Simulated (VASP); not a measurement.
# Sr (Fm-3m) in VASP: a series of runs

One crystal, Sr, is run at these levels: r2SCAN, PBE+D3(BJ); tasks: relaxation of cell and atoms.

Everything below comes from runs of VASP 6.6.1. Logs are shortened: lines on timing, memory, paths and dates and some standing lists are left out, and cuts for length are marked.

## Step 1: Starting point

The structure is cubic, space group Fm-3m (No. 225). The conventional cell has a = 6.100 Å, b = 6.100 Å, c = 6.100 Å, α = 90.00°, β = 90.00°, γ = 90.00°. Sr (site symmetry m-3m) is surrounded by 12 Sr at 4.31 Å.

## Step 2: Relaxation of cell and atoms, r2SCAN

INCAR

```
SYSTEM = Sr
ALGO = Normal ; EDIFF = 1E-7
EDIFFG = -0.005 ; ENCUT = 600
IBRION = 2 ; ISIF = 3
ISMEAR = 1 ; LASPH = .True.
LCHARG = .False. ; LMIXTAU = .True.
LREAL = .False. ; LWAVE = .False.
METAGGA = R2SCAN ; NELM = 80
NSW = 90 ; PREC = Accurate
SIGMA = 0.1
```

KPOINTS

```
k-points
0
Gamma
  12 12 12
  0 0 0
```

POSCAR

```
Sr                                      
1.0
    0.0000000000      3.0502239035      3.0502239035
    3.0502239035      0.0000000000      3.0502239035
    3.0502239035      3.0502239035      0.0000000000
  Sr            
     1
Direct
     0.0000000000000000    0.0000000000000000    0.0000000000000000
```

Potentials or basis: VASP PAW PBE potentials, release 64 (Sr_sv).

Launch:

```bash
cat potpaw_PBE.64/Sr_sv/POTCAR > POTCAR
mpirun -np 1 vasp_std > vasp.out
```

OUTCAR:

```text
SYSTEM = Sr
   EDIFF = 1E-7
   EDIFFG = -0.005
   ENCUT = 600
   IBRION = 2
   ISIF = 3
   ISMEAR = 1
   LASPH = .True.
   LREAL = .False.
   METAGGA = R2SCAN
   NELM = 80
   NSW = 90
   PREC = Accurate

 ion  position               nearest neighbor table
   1  0.000  0.000  0.000-

  LATTYP: Found a face centered cubic cell.
 ALAT       =     6.1004478070

  Lattice vectors:

 A1 = (   0.0000000000,   3.0502239035,   3.0502239035)
 A2 = (   3.0502239035,   0.0000000000,   3.0502239035)
 A3 = (   3.0502239035,   3.0502239035,   0.0000000000)

Analysis of symmetry for initial positions (statically):
=====================================================================
 Subroutine PRICEL returns:
 Original cell was already a primitive cell.

 Routine SETGRP: Setting up the symmetry group for a
 face centered cubic supercell.

 Subroutine GETGRP returns: Found 48 space group operations
 (whereof 48 operations were pure point group operations)
 out of a pool of 48 trial point group operations.

The static configuration has the point symmetry O_h .

Analysis of symmetry for dynamics (positions and initial velocities):
=====================================================================
 Subroutine PRICEL returns:
 Original cell was already a primitive cell.

 Routine SETGRP: Setting up the symmetry group for a
 face centered cubic supercell.

 Subroutine GETGRP returns: Found 48 space group operations
 (whereof 48 operations were pure point group operations)
 out of a pool of 48 trial point group operations.

The dynamic configuration has the point symmetry O_h .

 Subroutine INISYM returns: Found 48 space group operations
 (whereof 48 operations are pure point group operations),
 and found     1 'primitive' translations

----------------------------------------------------------------------------------------

                                     Primitive cell

  volume of cell :      56.7577

  direct lattice vectors                    reciprocal lattice vectors
     0.000000000  3.050223904  3.050223904    -0.163922393  0.163922393  0.163922393
     3.050223904  0.000000000  3.050223904     0.163922393 -0.163922393  0.163922393
     3.050223904  3.050223904  0.000000000     0.163922393  0.163922393 -0.163922393

  length of vectors
     4.313668013  4.313668013  4.313668013     0.283921912  0.283921912  0.283921912

  position of ions in fractional coordinates (direct lattice)
     0.000000000  0.000000000  0.000000000

  ion indices of the primitive-cell ions
   primitive index   ion index
                 1           1

----------------------------------------------------------------------------------------

 KPOINTS: k-points

Automatic generation of k-mesh.
 Grid dimensions read from file:
 generate k-points for:   12   12   12

 Generating k-lattice:

  Cartesian coordinates                     Fractional coordinates (reciprocal lattice)
    -0.013660199  0.013660199  0.013660199     0.083333333  0.000000000  0.000000000
     0.013660199 -0.013660199  0.013660199     0.000000000  0.083333333  0.000000000
     0.013660199  0.013660199 -0.013660199     0.000000000  0.000000000  0.083333333

  Length of vectors
     0.023660159  0.023660159  0.023660159

  Shift w.r.t. Gamma in fractional coordinates (k-lattice)
     0.000000000  0.000000000  0.000000000

 Subroutine IBZKPT returns following result:
 ===========================================

 Found     72 irreducible k-points:

 Following reciprocal coordinates:
            Coordinates               Weight
  0.000000  0.000000  0.000000      1.000000
  0.083333  0.000000  0.000000      8.000000
  0.166667  0.000000  0.000000      8.000000
  0.250000  0.000000  0.000000      8.000000
  0.333333  0.000000  0.000000      8.000000
  0.416667  0.000000  0.000000      8.000000
[... 16 lines left out ...]
  0.500000  0.166667  0.000000     24.000000
 -0.416667  0.166667  0.000000     24.000000
 [... further k-points ...]
   k-points           NKPTS =     72   k-points in BZ     NKDIM =     72   number of bands    NBANDS=      9
   number of dos      NEDOS =    301   number of ions     NIONS =      1
   total plane-waves  NPLWV =  46656
   dimension x,y,z NGX =    36 NGY =   36 NGZ =   36
   dimension x,y,z NGXF=    72 NGYF=   72 NGZF=   72
   ions per type =               1
   NGX,Y,Z   is equivalent  to a cutoff of  13.87, 13.87, 13.87 a.u.
   NGXF,Y,Z  is equivalent  to a cutoff of  27.75, 27.75, 27.75 a.u.
 SYSTEM =  Sr
   PREC   = accura    normal or accurate (medium, high low for compatibility)
   ISTART =      0    job   : 0-new  1-cont  2-samecut
   ICHARG =      2    charge: 1-file 2-atom 10-const
   ISPIN  =      1    spin polarized calculation?
   LNONCOLLINEAR =      F non collinear calculations
   LSORBIT =      F    spin-orbit coupling
   LASPH  =      T    aspherical Exc in radial PAW
   ENCUT  =  600.0 eV  44.10 Ry    6.64 a.u.   8.62  8.62  8.62*2*pi/ulx,y,z
   NELM   =     80;   NELMIN=  2; NELMDL= -5     # of ELM steps
   EDIFF  = 0.1E-06   stopping-criterion for ELM
   LREAL  =      F    real-space projection
   EDIFFG = -.5E-02   stopping-criterion for IOM
   NSW    =     90    number of steps for IOM
   IBRION =      2    ionic relax: 0-MD 1-quasi-New 2-CG
   NFREE  =      1    steps in history (QN), initial steepest desc. (CG)
   ISIF   =      3    stress and relaxation
   ISYM   =      2    0-nonsym 1-usesym 2-fastsym
   POTIM  = 0.5000    time-step for ionic-motion
   TEBEG  =    0.0;   TEEND  =   0.0 temperature during run
   PSTRESS=    0.0 pullay stress
   NELECT =      10.0000    total number of electrons
   NUPDOWN=      -1.0000    fix difference up-down
   EMIN   =  10.00;   EMAX   =-10.00  energy-range for DOS
   EFERMI =   0.00;   METHOD = LEGACY
   ISMEAR =     1;   SIGMA  =   0.10  broadening in eV -4-tet -1-fermi 0-gaus
   EFERMI_NEDOS =   21; number of points for ismear=-14 and -15
   IALGO  =     38    algorithm
   IMIX   =      4    mixing-type and parameters
     AMIX     =   0.40;   BMIX     =  1.00
     AMIX_MAG =   1.60;   BMIX_MAG =  1.00
  volume/ion in A,a.u.               =      56.76       383.02
  Fermi-wavevector in a.u.,A,eV,Ry     =   0.917768  1.734331 11.460172  0.842299
  Thomas-Fermi vector in A             =   2.042775
   LORBIT       =      0    0 simple, 1 ext, 2 COOP (PROOUT), +10 PAW based schemes
   METAGGA = R2SCAN    functional components
   LHFCALC =     F    Hartree Fock is set to
   AEXX    =    0.0000 exact exchange contribution
   IVDW    =     0    specifies the selected vdW correction
   LEPSILON=     F    determine dielectric tensor
   LRPA    =     F    only Hartree local field effects (RPA)
 conjugate gradient relaxation of ions
 non-spin polarized calculation
 Methfessel and Paxton  Order N= 1 SIGMA  =   0.10
  energy-cutoff  :      600.00
  volume of cell :       56.76
 maximum number of plane-waves:      1924
   NGX = 17   NGY = 17   NGZ = 17

 number of electron      10.0000000 magnetization

 Free energy of the ion-electron system (eV)
  ---------------------------------------------------
  ext. energy  EPLUGINS =         0.00000000
  ---------------------------------------------------
  free energy    TOTEN  =       -15.09683812 eV

  energy without entropy =      -15.09505900  energy(sigma->0) =      -15.09624508

 E-fermi :   1.4815     XC(G=0):  -7.6928

 val. band max:        1.4608190142   @ k =  -0.4167   0.2500   0.0000
 cond. band min:       1.4828995653   @ k =   0.5000   0.0833   0.0000
 fundamental gap:      0.0220805510
 Fermi energy:         1.4815169205

 k-point     1 :       0.0000    0.0000    0.0000
  band No.  band energies     occupation
      1     -36.5870      2.00000
      2     -17.8502      2.00000
      3     -17.8502      2.00000
      4     -17.8502      2.00000
      5      -2.2899      2.00000
      6       4.1646      0.00000
      7       4.1646      0.00000
      8       4.1646      0.00000
      9       5.6626      0.00000

 k-point     2 :       0.0833    0.0000    0.0000
  band No.  band energies     occupation
      1     -36.5861      2.00000
      2     -17.8628      2.00000
      3     -17.8518      2.00000
      4     -17.8518      2.00000
      5      -2.1755      2.00000
      6       3.9674      0.00000
      7       4.2179      0.00000
      8       4.2179      0.00000
      9       5.5870      0.00000

 k-point     3 :       0.1667    0.0000    0.0000
  band No.  band energies     occupation
      1     -36.5837      2.00000
      2     -17.8969      2.00000
      3     -17.8564      2.00000
      4     -17.8564      2.00000
      5      -1.8420      2.00000
      6       3.4990      0.00000
      7       4.3191      0.00000
      8       4.3191      0.00000
      9       5.4786      0.00000

 k-point     4 :       0.2500    0.0000    0.0000
  band No.  band energies     occupation
      1     -36.5804      2.00000
      2     -17.9430      2.00000
      3     -17.8626      2.00000
      4     -17.8626      2.00000
      5      -1.3199      2.00000
      6       2.9365     -0.00000
      7       4.3045      0.00000
      8       4.3045      0.00000
      9       5.6010      0.00000
[... 205 lines left out ...]
 k-point    22 :       0.4167    0.1667    0.0000
  band No.  band energies     occupation
      1     -36.5744      2.00000
      2     -17.9950      2.00000
      3     -17.8922      2.00000
      4     -17.8852      2.00000
      5      -0.0923      2.00000
      6       2.1720     -0.00000
      7       3.4641     -0.00000
      8       4.4462      0.00000
      9       5.8312      0.00000

 k-point    23 :       0.5000    0.1667    0.0000
  band No.  band energies     occupation
      1     -36.5728      2.00000
      2     -18.0144      2.00000
      3     -17.9019      2.00000
      4     -17.8853      2.00000
      5       0.5911      2.00000
      6       1.6503     -0.03816
      7       3.3522     -0.00000
      8       4.3337      0.00000
      9       6.3591      0.00000

 k-point    24 :      -0.4167    0.1667    0.0000
  band No.  band energies     occupation
      1     -36.5726      2.00000
      2     -18.0160      2.00000
      3     -17.9079      2.00000
      4     -17.8816      2.00000
      5       0.7750      2.00000
      6       1.5200      0.39856
      7       3.3054     -0.00000
      8       4.2943      0.00000
      9       6.4090      0.00000

 [... further k-points ...]

------------------------ aborting loop because EDIFF is reached ----------------------------------------

  FORCE on cell =-STRESS in cart. coord.  units (eV):
  Direction    XX          YY          ZZ          XY          YZ          ZX
  --------------------------------------------------------------------------------------
  -------------------------------------------------------------------------------------
  Total        0.0004321      0.0004321      0.0004321      0.0000000      0.0000000      0.0000000
  in kB        0.0121973      0.0121973      0.0121973      0.0000000      0.0000000      0.0000000
  external PRESSURE =       0.0121973 kB  Pullay stress =       0.0000000 kB

 VOLUME and BASIS-vectors are now :
 -----------------------------------------------------------------------------
  energy-cutoff  :      600.00
  volume of cell :       56.76
      direct lattice vectors                 reciprocal lattice vectors
     0.000000000  3.050223904  3.050223904    -0.163922393  0.163922393  0.163922393
     3.050223904  0.000000000  3.050223904     0.163922393 -0.163922393  0.163922393
     3.050223904  3.050223904  0.000000000     0.163922393  0.163922393 -0.163922393

 POSITION                                       TOTAL-FORCE (eV/Angst)
 -----------------------------------------------------------------------------------
      0.00000      0.00000      0.00000         0.000000      0.000000      0.000000
 -----------------------------------------------------------------------------------
    total drift:                               -0.000000      0.000000      0.000000

  FREE ENERGIE OF THE ION-ELECTRON SYSTEM (eV)
  ---------------------------------------------------
  free  energy   TOTEN  =       -15.0968381160 eV

  energy  without entropy=      -15.0950589997  energy(sigma->0) =      -15.09624508

 reached required accuracy - stopping structural energy minimisation
```

Wall time 2.1 min (1 thread of Intel Xeon 6975P-C (Granite Rapids), shared host); peak memory 0.24 GiB.

What came out:

| Item | Value |
| --- | --- |
| Free energy | -15.0968 eV |
| Pressure after relaxing | 0.0 GPa |
| Band gap on the k mesh | none (metal or under the smearing width) |

Final structure:
```xyz
1
Lattice="0.0000 3.0502 3.0502 3.0502 0.0000 3.0502 3.0502 3.0502 0.0000" Properties=species:S:1:pos:R:3 pbc="T T T"
Sr    0.0000    0.0000    0.0000
```

Caveat: the relaxation stopped at its first step, so nothing moved; the PAW data sets were made with another functional, which shifts forces and pressure a little.

(Continued in part 2 of 2.)
